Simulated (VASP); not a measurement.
**P: relaxation of cell and atoms with PBEsol+D3(BJ)**

The system is P.

```xyz
2
Lattice="1.7257 0.9963 3.1297 -1.7257 0.9963 3.1297 0.0000 -1.9927 3.1297" Properties=species:S:1:pos:R:3 pbc="T T T"
P     0.0000    0.0000    2.1321
P     0.0000    0.0000    7.2570
```

This isn't the form of P at room conditions, which is orthorhombic.

```json
{
  "Program": "VASP 6.6.1",
  "Task": "relaxation of cell and atoms",
  "Functional": "PBEsol",
  "Dispersion": "D3(BJ)",
  "Potentials or basis": "VASP PAW PBE potentials, release 64 (P)",
  "Cutoff": "350 eV",
  "k mesh": "12 × 12 × 12",
  "Occupations": "gaussian, width 0.02 eV",
  "Spin": "no spin polarisation",
  "Target pressure": "7.4 GPa",
  "Further INCAR settings": "ALGO = Normal; EDIFF = 1e-07; IBRION = 2; EDIFFG = -0.002; NSW = 80; ISIF = 3"
}
```

```yaml
Relaxed_volume: 13.10 Å³/atom
Relaxed_cell: a = 3.331 Å, b = 3.331 Å, c = 3.331 Å, α = 60.14°, β = 60.14°, γ = 60.14°
Space_group_after_relaxing_to_0.05_Å: R-3m (No. 166)
Energy_change_on_relaxing_the_enthalpy_is_what_falls: -39.2 meV/atom
Ionic_steps: 19
Pressure_after_relaxing: 7.4 GPa
Band_gap_on_the_k_mesh: none (metal or under the smearing width)
Dispersion_energy_per_atom: -0.433 eV
```

Step by step:
| step | energy change (eV) | largest force (eV/Å) | pressure (GPa) | volume (Å³) |
| --- | --- | --- | --- | --- |
| 1 | 0.0000 | 0.2969 | -5.36 | 32.29 |
| 2 | 0.1107 | 1.4194 | 16.59 | 26.65 |
| 3 | 0.0044 | 1.0382 | 8.22 | 28.18 |
| 4 | -0.0409 | 0.5023 | 8.67 | 27.17 |
| 5 | -0.0471 | 0.2902 | 9.86 | 26.06 |
| 6 | 0.1579 | 0.1450 | 25.80 | 23.86 |
| 7 | -0.0310 | 0.2132 | 12.50 | 25.55 |
| 8 | -0.1038 | 0.1546 | 1.07 | 27.32 |
| 9 | -0.0811 | 0.0167 | 6.96 | 26.30 |
| 10 | -0.0818 | 0.0138 | 6.86 | 26.31 |
| 11 | -0.0796 | 0.0093 | 7.24 | 26.24 |
| 12 | -0.0796 | 0.0095 | 7.24 | 26.24 |
| 13 | -0.0771 | 0.0109 | 7.59 | 26.18 |
| 14 | -0.0782 | 0.0104 | 7.45 | 26.21 |
| 15 | -0.0782 | 0.0054 | 7.43 | 26.21 |
| 16 | -0.0782 | 0.0010 | 7.41 | 26.21 |
| 17 | -0.0784 | 0.0002 | 7.38 | 26.21 |
| 18 | -0.0783 | 0.0004 | 7.38 | 26.21 |
| 19 | -0.0783 | 0.0005 | 7.39 | 26.21 |

Final structure:
```
CELL_PARAMETERS angstrom
1.66888 0.96353 2.71651
-1.66888 0.96353 2.71651
0.00000 -1.92706 2.71651
ATOMIC_POSITIONS crystal
P 0.24401 0.24401 0.24401
P 0.75599 0.75599 0.75599
```

Levels at points of the mesh, in eV from the Fermi level:
```tsv
k point	band 1	band 2	band 3	band 4	band 5	band 6	band 7	band 8	band 9
(0.00, 0.00, 0.00)	-17.74	-2.44	-2.44	-2.29	-0.43	3.87	4.04	4.04	5.63
(0.50, 0.00, 0.00)	-13.30	-13.03	-2.19	-1.91	-1.27	-1.09	1.62	1.82	12.25
(0.50, 0.50, 0.00)	-12.84	-9.82	-7.35	-5.95	-5.84	0.06	8.84	8.89	9.46
(0.50, 0.50, 0.50)	-13.54	-12.71	-2.02	-2.02	-1.33	-1.33	1.39	1.99	12.08
```

Run time: 90 s on 1 thread of Intel(R) Xeon(R) 6975P-C (Granite Rapids), on a shared host, peak memory 0.17 GiB.

Caveat: the cell is relaxed towards a set pressure, so the enthalpy falls and the energy may rise; the volume moved by over 15 % at a fixed basis, so the end points are rough; the PAW data sets were made with another functional, which shifts forces and pressure a little; pairwise dispersion overbinds metals, which lowers pressure and volume.
